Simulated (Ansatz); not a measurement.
Ge: from a guess to a relaxed structure

Level of theory: Ansatz 0.2.0, DFT PBE, scalar-relativistic, plane waves, PAW. Cutoff 420 eV, Gaussian smearing, Γ-centred meshes. Cell and atoms relax first on a coarse mesh and then on a finer one. In between, the cell is made exact in the group found at 0.06 Å. In metals the finer mesh still leaves noise of several meV/atom or more. The steps can't lower the symmetry of their start. No spin polarisation.

Recipe of this trial structure of Ge: 6-connected net of one element (Pmmm, No. 47). Lengths were set from tabulated atomic sizes, so they are only a guess.

```
Ge
1.0
     2.54475    0.00000    0.00000
     0.00000    4.27955    0.00000
     0.00000    0.00000    5.18902
Ge
3
Cartesian
  0.0000 0.0000 1.3276
  0.0000 0.0000 3.8614
  0.0000 2.1398 0.0000
```

Energies count from the standard state of Ge at the same level.

Question: What does it relax into?

Answer: The symmetry stays Pmmm (No. 47). The volume per atom grows by 18.6 %, from 18.8 to 22.3 Å³. The shortest distance goes from 2.52 Å (Ge–Ge) to 2.60 Å (Ge–Ge). The energy falls by about 0.20 eV/atom (the start's value is from the coarse mesh). Conventional cell: a = 2.685 Å, b = 4.284 Å, c = 5.827 Å. Ge on a site of symmetry mm2 has 5 Ge at 2.60–2.69 Å; Ge on a site of symmetry mmm has 6 Ge at 2.68–2.69 Å.

```cif
data_structure
_symmetry_space_group_name_H-M 'P 1'
_symmetry_Int_Tables_number 1
_cell_length_a 2.6854
_cell_length_b 4.2838
_cell_length_c 5.8272
_cell_angle_alpha 90.000
_cell_angle_beta 90.000
_cell_angle_gamma 90.000
_cell_volume 67.04
loop_
_atom_site_label
_atom_site_type_symbol
_atom_site_fract_x
_atom_site_fract_y
_atom_site_fract_z
_atom_site_occupancy
Ge1 Ge 0.00000 0.00000 0.27702 1
Ge2 Ge 0.00000 0.00000 0.72298 1
Ge3 Ge 0.00000 0.50000 0.00000 1
```

Question: How does it come out in energy, and is it a metal?

Answer: The energy over the standard state is +0.30 eV/atom and the gap on the 16×12×8 mesh of the 3-atom cell is 0 eV (a metal).

It lies above the standard state, so it could only be metastable.

The last run used Gaussian smearing of 0.10 eV. A later test with randomly moved atoms ended 12 meV/atom lower on a coarse mesh, in P2/m at a loose tolerance, which is no clear verdict on its stability. In all, the 3 runs took 6.6 min on 1 thread of Arm Neoverse V2, on a shared host. Another cell of Ge relaxed alike, in R-3m, lies 294 meV/atom lower, so this cell isn't the stable form at this level.
